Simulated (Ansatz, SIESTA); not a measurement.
Given: the input of a run of Ansatz 0.2.0 on CdSe. The cell is a database's computed one, not the measured one.

File input.yaml:

```yaml
crystal:
  lattice:
    - [0.0, 3.0702711986, 3.0702711986]
    - [3.0702711986, 0.0, 3.0702711986]
    - [3.0702711986, 3.0702711986, 0.0]
  atoms:
    - { symbol: Cd, position: [0.0, 0.0, 0.0] }
    - { symbol: Se, position: [0.25, 0.25, 0.25] }
hamiltonian:
  xc: pbesol
  pseudopotentials: { kind: paw }
kpoints:
  mp_grid: { grid: [8, 8, 8] }
scf:
  occupations: { method: fermi_dirac, width: 0.05 }
output:
  forces: true
  stress: true
  eigenvalues: true
```

Potentials or basis: Ansatz PAW.

Run with:

```sh
$ ansatz run input.yaml --threads 1 --pin off --max-ram 3584MiB --backend cpu --events-out ev --progress --plain --runs-dir out
```

Q: Translate it to SIESTA 5.4.2. Potentials or basis there: files PseudoDojo sr-pbesol-0.4.1-standard, DZP (energy shift 0.003 Ry; two zetas on semicore shells).

A: As run (cutoffs and basis follow the program's own potentials, and thresholds, step limits or extra output files can differ):

Contents of CdSe.fdf:

```
SystemName                      CdSe
SystemLabel                     CdSe
NumberOfSpecies                 2
NumberOfAtoms                   2
%block ChemicalSpeciesLabel
  1  48 Cd
  2  34 Se
%endblock ChemicalSpeciesLabel

LatticeConstant                 1.0 Ang
%block LatticeVectors
     0.0000000000     3.0702711986     3.0702711986
     3.0702711986     0.0000000000     3.0702711986
     3.0702711986     3.0702711986     0.0000000000
%endblock LatticeVectors
AtomicCoordinatesFormat         Fractional
%block AtomicCoordinatesAndAtomicSpecies
     0.0000000000     0.0000000000     0.0000000000  1  Cd
     0.2500000000     0.2500000000     0.2500000000  2  Se
%endblock AtomicCoordinatesAndAtomicSpecies

%block kgrid.MonkhorstPack
    8   0   0  0.0
    0   8   0  0.0
    0   0   8  0.0
%endblock kgrid.MonkhorstPack
XC.Functional                   GGA
XC.Authors                      PBEsol
PAO.BasisSize                   DZP
PAO.EnergyShift                 0.003 Ry
Mesh.Cutoff                     800 Ry
OccupationFunction              FD
ElectronicTemperature           0.05 eV
MaxSCFIterations                120
SCF.MustConverge                false
SCF.Mixer.Method                Pulay
SCF.Mixer.Weight                0.25
SCF.Mixer.History               8
SCF.DM.Tolerance                5.0e-05
SCF.H.Tolerance                 1.0e-03 eV
WriteForces                     true
Charge.Mulliken                 end
Charge.Hirshfeld                end
Charge.Voronoi                  end
SaveRho                         true
SaveElectrostaticPotential      true
%block PAO.Basis
  Cd 5
  n=4 0 2
    2.625 0.000
  n=5 0 2
    7.504 0.000
  n=4 1 2
    2.973 0.000
  n=5 1 1
    7.504
  n=4 2 2
    4.584 0.000
  Se 4
  n=4 0 2
    5.129 0.000
  n=4 1 2
    6.708 0.000
  n=3 2 2
    2.662 0.000
  n=4 2 1
    6.708
%endblock PAO.Basis
```

Potentials or basis: PseudoDojo 0.4 standard (PBEsol files), converted to PSML, two zetas on semicore shells, DZP (energy shift 0.003 Ry; two zetas on semicore shells).

Run with:

```sh
$ siesta < CdSe.fdf > CdSe.out 2>&1
```

Both were run:

|  | Ansatz | SIESTA |
| --- | --- | --- |
| Pressure | -1.4 GPa | -1.2 GPa |

Ansatz's pressure holds a Pulay term of +0.02 GPa for its cutoff of 420 eV, which the other run lacks.

Ansatz's potentials were made for PBE.

Where Ansatz's input types no cutoff or centring, it takes its own default and a Γ-centred mesh.

The two runs disagree by more than potentials and bases usually give (in gap, levels, pressure or energy); the cause wasn't traced.

Pressure is positive in compression.
